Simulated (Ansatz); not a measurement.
# SiO2 (P3_121): the host for defect calculations, part 2 of 3

Aim: the runs on the perfect crystal SiO2 (P3_121) that a defect calculation needs first.

Ansatz 0.2.0; plane-wave PAW DFT, r2SCAN; relaxation of the host's cell and atoms; PAW set soft_1 (the session's first sound run).

So far. Step 3 (Dielectric tensors of the host): The principal values of the electronic dielectric tensor are 2.49, 2.49 and 2.52. The principal values of the static dielectric tensor are 4.64, 4.64 and 4.86.

## Step 5: Self-consistent run

This step: plane-wave PAW DFT, r2SCAN; single point of the defect-free supercell, a test of its k-points; PAW set soft_1 (Ansatz 0.2.0).

System of this step: SiO2 (P3_121). The cell holds 72 atoms: 24 Si and 48 O. Cell: a = 9.842 Å, b = 9.842 Å, c = 10.833 Å, α = 90.0°, β = 90.0°, γ = 120.0°.

The input, pristine.sampling/input.yaml:

```yaml
crystal:
  lattice:
    - [9.8422041343, 0.0, 0.0]
    - [-4.9211020672, 8.5235988096, 0.0]
    - [0.0, 0.0, 10.8330695259]
  atoms:
    - { symbol: Si, position: [0.2655143582, 0.2655143582, 0.0] }
    - { symbol: Si, position: [0.0, 0.2344856418, 0.3333333334] }
    - { symbol: Si, position: [0.2344856418, 0.0, 0.1666666666] }
    - { symbol: O, position: [0.1345190254, 0.2066064985, 0.3922921182] }
    - { symbol: O, position: [0.2933935015, 0.4279125269, 0.0589587848] }
    - { symbol: O, position: [0.0720874731, 0.3654809746, 0.2256254514] }
    - { symbol: O, position: [0.2066064985, 0.1345190254, 0.1077078818] }
    - { symbol: O, position: [0.3654809746, 0.0720874731, 0.2743745486] }
    - { symbol: O, position: [0.4279125269, 0.2933935015, 0.4410412152] }
    - { symbol: Si, position: [0.2655143582, 0.2655143582, 0.5] }
    - { symbol: Si, position: [0.0, 0.2344856418, 0.8333333333] }
    - { symbol: Si, position: [0.2344856418, 0.0, 0.6666666666] }
    - { symbol: O, position: [0.1345190254, 0.2066064985, 0.8922921182] }
    - { symbol: O, position: [0.2933935015, 0.4279125269, 0.5589587848] }
    - { symbol: O, position: [0.0720874731, 0.3654809746, 0.7256254514] }
    - { symbol: O, position: [0.2066064985, 0.1345190254, 0.6077078818] }
    - { symbol: O, position: [0.3654809746, 0.0720874731, 0.7743745486] }
    - { symbol: O, position: [0.4279125269, 0.2933935015, 0.9410412152] }
    - { symbol: Si, position: [0.2655143582, 0.7655143582, 0.0] }
    - { symbol: Si, position: [0.0, 0.7344856418, 0.3333333334] }
    - { symbol: Si, position: [0.2344856418, 0.5, 0.1666666666] }
    - { symbol: O, position: [0.1345190254, 0.7066064985, 0.3922921182] }
    - { symbol: O, position: [0.2933935015, 0.9279125269, 0.0589587848] }
    - { symbol: O, position: [0.0720874731, 0.8654809746, 0.2256254514] }
    - { symbol: O, position: [0.2066064985, 0.6345190254, 0.1077078818] }
    - { symbol: O, position: [0.3654809746, 0.5720874731, 0.2743745486] }
    - { symbol: O, position: [0.4279125269, 0.7933935015, 0.4410412152] }
    - { symbol: Si, position: [0.2655143582, 0.7655143582, 0.5] }
    - { symbol: Si, position: [0.0, 0.7344856418, 0.8333333333] }
    - { symbol: Si, position: [0.2344856418, 0.5, 0.6666666666] }
    - { symbol: O, position: [0.1345190254, 0.7066064985, 0.8922921182] }
    - { symbol: O, position: [0.2933935015, 0.9279125269, 0.5589587848] }
    - { symbol: O, position: [0.0720874731, 0.8654809746, 0.7256254514] }
    - { symbol: O, position: [0.2066064985, 0.6345190254, 0.6077078818] }
    - { symbol: O, position: [0.3654809746, 0.5720874731, 0.7743745486] }
    - { symbol: O, position: [0.4279125269, 0.7933935015, 0.9410412152] }
    - { symbol: Si, position: [0.7655143582, 0.2655143582, 0.0] }
    - { symbol: Si, position: [0.5, 0.2344856418, 0.3333333334] }
    - { symbol: Si, position: [0.7344856418, 0.0, 0.1666666666] }
    - { symbol: O, position: [0.6345190254, 0.2066064985, 0.3922921182] }
    - { symbol: O, position: [0.7933935015, 0.4279125269, 0.0589587848] }
    - { symbol: O, position: [0.5720874731, 0.3654809746, 0.2256254514] }
    - { symbol: O, position: [0.7066064985, 0.1345190254, 0.1077078818] }
    - { symbol: O, position: [0.8654809746, 0.0720874731, 0.2743745486] }
    - { symbol: O, position: [0.9279125269, 0.2933935015, 0.4410412152] }
    - { symbol: Si, position: [0.7655143582, 0.2655143582, 0.5] }
    - { symbol: Si, position: [0.5, 0.2344856418, 0.8333333333] }
    - { symbol: Si, position: [0.7344856418, 0.0, 0.6666666666] }
    - { symbol: O, position: [0.6345190254, 0.2066064985, 0.8922921182] }
    - { symbol: O, position: [0.7933935015, 0.4279125269, 0.5589587848] }
    - { symbol: O, position: [0.5720874731, 0.3654809746, 0.7256254514] }
    - { symbol: O, position: [0.7066064985, 0.1345190254, 0.6077078818] }
    - { symbol: O, position: [0.8654809746, 0.0720874731, 0.7743745486] }
    - { symbol: O, position: [0.9279125269, 0.2933935015, 0.9410412152] }
    - { symbol: Si, position: [0.7655143582, 0.7655143582, 0.0] }
    - { symbol: Si, position: [0.5, 0.7344856418, 0.3333333334] }
    - { symbol: Si, position: [0.7344856418, 0.5, 0.1666666666] }
    - { symbol: O, position: [0.6345190254, 0.7066064985, 0.3922921182] }
    - { symbol: O, position: [0.7933935015, 0.9279125269, 0.0589587848] }
    - { symbol: O, position: [0.5720874731, 0.8654809746, 0.2256254514] }
    - { symbol: O, position: [0.7066064985, 0.6345190254, 0.1077078818] }
    - { symbol: O, position: [0.8654809746, 0.5720874731, 0.2743745486] }
    - { symbol: O, position: [0.9279125269, 0.7933935015, 0.4410412152] }
    - { symbol: Si, position: [0.7655143582, 0.7655143582, 0.5] }
    - { symbol: Si, position: [0.5, 0.7344856418, 0.8333333333] }
    - { symbol: Si, position: [0.7344856418, 0.5, 0.6666666666] }
    - { symbol: O, position: [0.6345190254, 0.7066064985, 0.8922921182] }
    - { symbol: O, position: [0.7933935015, 0.9279125269, 0.5589587848] }
    - { symbol: O, position: [0.5720874731, 0.8654809746, 0.7256254514] }
    - { symbol: O, position: [0.7066064985, 0.6345190254, 0.6077078818] }
    - { symbol: O, position: [0.8654809746, 0.5720874731, 0.7743745486] }
    - { symbol: O, position: [0.9279125269, 0.7933935015, 0.9410412152] }
basis:
  ecutwfc: 500
  xc_grid: 2
hamiltonian:
  xc: r2scan
  pseudopotentials: { kind: paw, azcp: { folder: soft_1 } }
kpoints:
  mp_grid: { grid: [1, 1, 1], shift: [0.25, 0.25, 0.25] }
scf:
  occupations: { method: fermi_dirac, width: 0.01 }
  max_iter: 80
```

Launch:

```bash
> ansatz run input.yaml --threads 8 --pin off --max-ram 22609MiB --backend cpu --events-out ev --progress --plain --runs-dir out
```

Numbers of over 12 decimals in the logs are rounded to 6 here.

The program printed:

```text
[...]
Crystal: 72 atoms, lattice volume = 908.797 Å³
Basis set: ecut = 500 eV, 23025 PW (Γ), exchange–correlation on 144×144×160 points (8 copies of the dense FFT grid, shifted against one another)
Bands: 264, of which v1, the nominal top of the filled ones, is band 192 counted from 1 (191 counted from 0)
Symmetry: 8 space group operations
k-points: 1
[...]
SCF iter   1: F=—  HF=-42751.397042 eV  |F-HF|=—  |Δ(HF+E_count)|=         —  Δρ=1.31e-1  dr2=1.41e2  dr2_τ=1.64e1  ethr=3.10e-3  ⟨swp⟩=6.0  Hψ=1179  notcnv=0  defer=30
[...]
SCF iter   9: F=-42722.415429 eV  HF=-42722.415429 eV  |F-HF|=1.07e-8  |Δ(HF+E_count)|=   7.17e-8  Δρ=2.72e-6  dr2=4.63e-8  dr2_τ=2.35e-9  ethr=2.37e-10  ⟨swp⟩=3.0  Hψ=559  notcnv=0
SCF 1 converged in 9 iterations: F = -42722.415429 eV  dr2 = 4.63e-8
[...]
SCF converged after 9 iterations
Free energy (F): -42722.415429 eV
[...]
Internal energy: -42722.415429 eV  (E = F + TS)
E sigma→0 (E₀):  -42722.415429 eV
Fermi energy:    5.703655 eV
[...]
```

Elapsed: 10 s, on 8 threads of Arm Neoverse V2, shared host; peak memory 2 GiB.

This step gave:

```yaml
energy_over_dense_mesh: -1.79e-4 eV/atom
```

## Step 6: Defect free supercell relaxed from its symmetric sites

This cell, the one that will hold the defects, is built from the relaxed host. Its coarser k-points can move the atoms a little, so it is relaxed from the symmetric sites, as the reference for the test of stability.

This step: plane-wave PAW DFT, r2SCAN; relaxation of the defect-free supercell from its symmetric sites; PAW set soft_1 (Ansatz 0.2.0).

pristine.symmetric/input.yaml, as its differences from pristine.sampling/input.yaml of step 5:

```diff
@@ -89 +89,12 @@
   max_iter: 80
+output:
+  forces: true
+relax:
+  f_tol: 0.01
+  max_steps: 60
+  escape_saddle: false
+checkpoint:
+  write: "../pristine.symmetric.run"
+  compress: false
+  write_wavefunctions: false
+  write_every: 100000
```

The program printed:

```text
[...]
Crystal: 72 atoms, lattice volume = 908.797 Å³
Basis set: ecut = 500 eV, 23025 PW (Γ), exchange–correlation on 144×144×160 points (8 copies of the dense FFT grid, shifted against one another)
Bands: 264, of which v1, the nominal top of the filled ones, is band 192 counted from 1 (191 counted from 0)
Symmetry: 8 space group operations
k-points: 1
[...]
SCF iter   1: F=—  HF=-42751.397042 eV  |F-HF|=—  |Δ(HF+E_count)|=         —  Δρ=1.31e-1  dr2=1.41e2  dr2_τ=1.64e1  ethr=3.10e-3  ⟨swp⟩=6.0  Hψ=1179  notcnv=0  defer=30
[...]
SCF iter   8: F=-42722.415428 eV  HF=-42722.415429 eV  |F-HF|=4.70e-7  |Δ(HF+E_count)|=   4.41e-6  Δρ=1.39e-5  dr2=1.29e-6  dr2_τ=5.75e-8  ethr=6.51e-10  ⟨swp⟩=3.0  Hψ=978  notcnv=0
SCF 1 converged in 8 iterations: F = -42722.415428 eV  dr2 = 1.29e-6
[...]
relax step   1: F+E_penalty+E_count = -42722.41542815 eV  Δ(F+E_penalty+E_count) = +0.000e0 eV  max|allowed force component| = 5.775e-3 eV/Å  Δτ_max = 0.0000 Å  (8 SCF iters, dr2 threshold 2.50e-6 eV, accepted)
[...]
SCF iter   3: F=-42722.415429 eV  HF=-42722.415429 eV  |F-HF|=6.21e-8  |Δ(HF+E_count)|=   9.60e-8  Δρ=2.05e-6  dr2=5.56e-8  dr2_τ=1.55e-9  ethr=2.60e-11  ⟨swp⟩=4.0  Hψ=626  notcnv=0
SCF 2 converged in 3 iterations: F = -42722.415429 eV  dr2 = 5.56e-8
relax step   2: F+E_penalty+E_count = -42722.41542870 eV  Δ(F+E_penalty+E_count) = -5.538e-7 eV  max|allowed force component| = 5.827e-3 eV/Å  Δτ_max = 0.0000 Å  (3 SCF iters, accepted)
[...]
SCF iter   2: F=-42722.415429 eV  HF=-42722.415429 eV  |F-HF|=2.80e-8  |Δ(HF+E_count)|=   3.74e-8  Δρ=1.33e-6  dr2=2.48e-8  dr2_τ=5.35e-10  ethr=1.44e-11  ⟨swp⟩=3.0  Hψ=581  notcnv=0
SCF 3 converged in 2 iterations: F = -42722.415429 eV  dr2 = 2.48e-8
SCF converged after 2 iterations
Free energy (F): -42722.415429 eV
[...]
Internal energy: -42722.415429 eV  (E = F + TS)
E sigma→0 (E₀):  -42722.415429 eV
Fermi energy:    5.703646 eV
[...]
--- Forces (eV/Å), atoms counted from 1 ---
  atom   1  Si     0.00134677     0.00193437     0.00000967
  atom   2  Si     0.00185193     0.00170788     0.00181456
  atom   3  Si     0.00013228     0.00238948    -0.00192853
  atom   4  O     -0.00259788    -0.00105305    -0.00574917
  atom   5  O      0.00261662     0.00132058    -0.00170434
  atom   6  O     -0.00000425    -0.00428441    -0.00202659
  atom   7  O      0.00076954    -0.00289261     0.00582734
  atom   8  O     -0.00392564    -0.00172142     0.00181812
  atom   9  O     -0.00026897     0.00246328     0.00193798
  atom  10  Si     0.00134677     0.00193437     0.00000967
  atom  11  Si     0.00185193     0.00170788     0.00181456
  atom  12  Si     0.00013228     0.00238948    -0.00192853
  atom  13  O     -0.00259788    -0.00105305    -0.00574917
  atom  14  O      0.00261662     0.00132058    -0.00170434
  atom  15  O     -0.00000425    -0.00428441    -0.00202659
  atom  16  O      0.00076954    -0.00289261     0.00582734
  atom  17  O     -0.00392564    -0.00172142     0.00181812
  atom  18  O     -0.00026897     0.00246328     0.00193798
  atom  19  Si     0.00134677     0.00193437     0.00000967
  atom  20  Si     0.00185193     0.00170788     0.00181456
  atom  21  Si     0.00013228     0.00238948    -0.00192853
  atom  22  O     -0.00259788    -0.00105305    -0.00574917
  atom  23  O      0.00261662     0.00132058    -0.00170434
  atom  24  O     -0.00000425    -0.00428441    -0.00202659
  atom  25  O      0.00076954    -0.00289261     0.00582734
  atom  26  O     -0.00392564    -0.00172142     0.00181812
  atom  27  O     -0.00026897     0.00246328     0.00193798
  atom  28  Si     0.00134677     0.00193437     0.00000967
  atom  29  Si     0.00185193     0.00170788     0.00181456
  atom  30  Si     0.00013228     0.00238948    -0.00192853
  atom  31  O     -0.00259788    -0.00105305    -0.00574917
  atom  32  O      0.00261662     0.00132058    -0.00170434
  atom  33  O     -0.00000425    -0.00428441    -0.00202659
  atom  34  O      0.00076954    -0.00289261     0.00582734
  atom  35  O     -0.00392564    -0.00172142     0.00181812
  atom  36  O     -0.00026897     0.00246328     0.00193798
  atom  37  Si     0.00134677     0.00193437     0.00000967
  atom  38  Si     0.00185193     0.00170788     0.00181456
  atom  39  Si     0.00013228     0.00238948    -0.00192853
  atom  40  O     -0.00259788    -0.00105305    -0.00574917
[...]
atom  61  O      0.00076954    -0.00289261     0.00582734
  atom  62  O     -0.00392564    -0.00172142     0.00181812
  atom  63  O     -0.00026897     0.00246328     0.00193798
  atom  64  Si     0.00134677     0.00193437     0.00000967
  atom  65  Si     0.00185193     0.00170788     0.00181456
  atom  66  Si     0.00013228     0.00238948    -0.00192853
  atom  67  O     -0.00259788    -0.00105305    -0.00574917
  atom  68  O      0.00261662     0.00132058    -0.00170434
  atom  69  O     -0.00000425    -0.00428441    -0.00202659
  atom  70  O      0.00076954    -0.00289261     0.00582734
  atom  71  O     -0.00392564    -0.00172142     0.00181812
  atom  72  O     -0.00026897     0.00246328     0.00193798
  max |Σ_I F_I| component: 1.09e-3 eV/Å
--- Relaxed structure (2 steps of the walk, 2 accepted, 0 SCFs on fresh bases) ---
  F+E_penalty+E_count = -42722.41542870 eV   max|allowed force component| = 5.827e-3 eV/Å
  atoms:
    - { symbol: Si, position: [0.2655143582, 0.265514, 4.1376367353436905e-17] }
    - { symbol: Si, position: [1.3877787807814457e-17, 0.2344856418, 0.333333] }
    - { symbol: Si, position: [0.234486, 0, 0.166667] }
    - { symbol: O, position: [0.1345190254, 0.206606, 0.392292] }
    - { symbol: O, position: [0.293394, 0.427913, 0.058959] }
    - { symbol: O, position: [0.072087, 0.3654809746, 0.225625] }
    - { symbol: O, position: [0.2066064985, 0.1345190254, 0.107708] }
    - { symbol: O, position: [0.3654809746, 0.0720874731, 0.274375] }
    - { symbol: O, position: [0.427913, 0.2933935015, 0.441041] }
    - { symbol: Si, position: [0.2655143582, 0.265514, 0.5] }
    - { symbol: Si, position: [1.3877787807814457e-17, 0.2344856418, 0.833333] }
    - { symbol: Si, position: [0.234486, 0, 0.666667] }
    - { symbol: O, position: [0.1345190254, 0.206606, 0.892292] }
    - { symbol: O, position: [0.293394, 0.427913, 0.558959] }
    - { symbol: O, position: [0.072087, 0.3654809746, 0.725625] }
    - { symbol: O, position: [0.2066064985, 0.1345190254, 0.607708] }
    - { symbol: O, position: [0.3654809746, 0.0720874731, 0.774375] }
    - { symbol: O, position: [0.427913, 0.2933935015, 0.941041] }
    - { symbol: Si, position: [0.265514, 0.765514, 4.1376367353436905e-17] }
    - { symbol: Si, position: [-5.551115123125783e-17, 0.7344856418, 0.333333] }
    - { symbol: Si, position: [0.234486, 0.5, 0.166667] }
    - { symbol: O, position: [0.1345190254, 0.7066064985, 0.392292] }
    - { symbol: O, position: [0.293394, 0.927913, 0.058959] }
    - { symbol: O, position: [0.072087, 0.865481, 0.225625] }
    - { symbol: O, position: [0.206606, 0.634519, 0.107708] }
    - { symbol: O, position: [0.365481, 0.5720874731, 0.274375] }
    - { symbol: O, position: [0.427913, 0.7933935015, 0.441041] }
    - { symbol: Si, position: [0.265514, 0.765514, 0.5] }
    - { symbol: Si, position: [-5.551115123125783e-17, 0.7344856418, 0.833333] }
    - { symbol: Si, position: [0.234486, 0.5, 0.666667] }
    - { symbol: O, position: [0.1345190254, 0.7066064985, 0.892292] }
    - { symbol: O, position: [0.293394, 0.927913, 0.558959] }
    - { symbol: O, position: [0.072087, 0.865481, 0.725625] }
    - { symbol: O, position: [0.206606, 0.634519, 0.607708] }
    - { symbol: O, position: [0.365481, 0.5720874731, 0.774375] }
    - { symbol: O, position: [0.427913, 0.7933935015, 0.941041] }
    - { symbol: Si, position: [0.7655143582, 0.265514, 4.1376367353436905e-17] }
    - { symbol: Si, position: [0.5, 0.234486, 0.333333] }
    - { symbol: Si, position: [0.734486, 0.0, 0.166667] }
    - { symbol: O, position: [0.6345190254, 0.2066064985, 0.392292] }
    - { symbol: O, position: [0.793394, 0.427913, 0.058959] }
    - { symbol: O, position: [0.5720874731, 0.3654809746, 0.225625] }
    - { symbol: O, position: [0.706606, 0.1345190254, 0.107708] }
    - { symbol: O, position: [0.8654809746, 0.0720874731, 0.274375] }
    - { symbol: O, position: [0.9279125269, 0.293394, 0.441041] }
    - { symbol: Si, position: [0.7655143582, 0.265514, 0.5] }
    - { symbol: Si, position: [0.5, 0.234486, 0.833333] }
    - { symbol: Si, position: [0.734486, 0.0, 0.666667] }
    - { symbol: O, position: [0.6345190254, 0.2066064985, 0.892292] }
    - { symbol: O, position: [0.793394, 0.427913, 0.558959] }
    - { symbol: O, position: [0.5720874731, 0.3654809746, 0.725625] }
    - { symbol: O, position: [0.706606, 0.1345190254, 0.607708] }
    - { symbol: O, position: [0.8654809746, 0.0720874731, 0.774375] }
    - { symbol: O, position: [0.9279125269, 0.293394, 0.941041] }
    - { symbol: Si, position: [0.765514, 0.765514, 4.1376367353436905e-17] }
    - { symbol: Si, position: [0.5, 0.7344856418, 0.333333] }
    - { symbol: Si, position: [0.734486, 0.500000, 0.166667] }
    - { symbol: O, position: [0.634519, 0.7066064985, 0.392292] }
    - { symbol: O, position: [0.793394, 0.9279125269, 0.058959] }
    - { symbol: O, position: [0.5720874731, 0.8654809746, 0.225625] }
    - { symbol: O, position: [0.7066064985, 0.6345190254, 0.107708] }
    - { symbol: O, position: [0.865481, 0.5720874731, 0.274375] }
    - { symbol: O, position: [0.927913, 0.7933935015, 0.441041] }
    - { symbol: Si, position: [0.765514, 0.765514, 0.5] }
    - { symbol: Si, position: [0.5, 0.7344856418, 0.833333] }
    - { symbol: Si, position: [0.734486, 0.500000, 0.666667] }
    - { symbol: O, position: [0.634519, 0.7066064985, 0.892292] }
    - { symbol: O, position: [0.793394, 0.9279125269, 0.558959] }
    - { symbol: O, position: [0.5720874731, 0.8654809746, 0.725625] }
    - { symbol: O, position: [0.7066064985, 0.6345190254, 0.607708] }
    - { symbol: O, position: [0.865481, 0.5720874731, 0.774375] }
    - { symbol: O, position: [0.927913, 0.7933935015, 0.941041] }
```

Wall time 20 s (8 threads); peak memory 2 GiB; 2.2 min of CPU time.

Hardly anything moved in the relaxation; the energy changed by under 0.2 meV an atom.

(Part 2 of 3 ends here.)

[Logs are printed without paths, hosts, clocks, repeated set-up lines and the standing remarks that a program may print on its own settings, such as how far it seeks lower states.]

[Hosts, paths, dates, database ids (printed as entryN), source tags and the programs' standing remarks are cut or masked in the printed files.]

[Runs of the host that timed out are not shown.]

[For some hosts the program warned that the k-mesh of the response run may be too coarse for force constants and the static dielectric constant; such warnings are not always shown.]
